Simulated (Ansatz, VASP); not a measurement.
**ZnSe: VASP beside Ansatz**

```xyz
2
Lattice="0.0000 2.8338 2.8338 2.8338 0.0000 2.8338 2.8338 2.8338 0.0000" Properties=species:S:1:pos:R:3 pbc="T T T"
Zn    0.0000    0.0000    0.0000
Se    4.2507    4.2507    4.2507
```

Alike in both runs: task single point; functional PBE; k mesh 10 × 10 × 10; occupations gaussian, width 0.05 eV; no spin polarisation.

```csv
,VASP,Ansatz
version,VASP 6.6.1,Ansatz 0.2.0
potentials or method,"VASP PAW PBE potentials, release 64 (Zn, Se)","scalar-relativistic, plane waves, PAW"
plane-wave cutoff (eV),520,420
valence electrons in the cell,18,28
```

```csv
,VASP,Ansatz,Ansatz less VASP
gap on the k mesh at the Fermi level (eV),1.29,1.29,-0.002
least direct gap on the mesh (eV),1.29,1.29,-0.002
pressure (GPa),2.3,2.1,-0.24
```

The two sets of potentials don't hold the same shells in valence.

As with any semilocal functional, this PBE gap is likely too small.
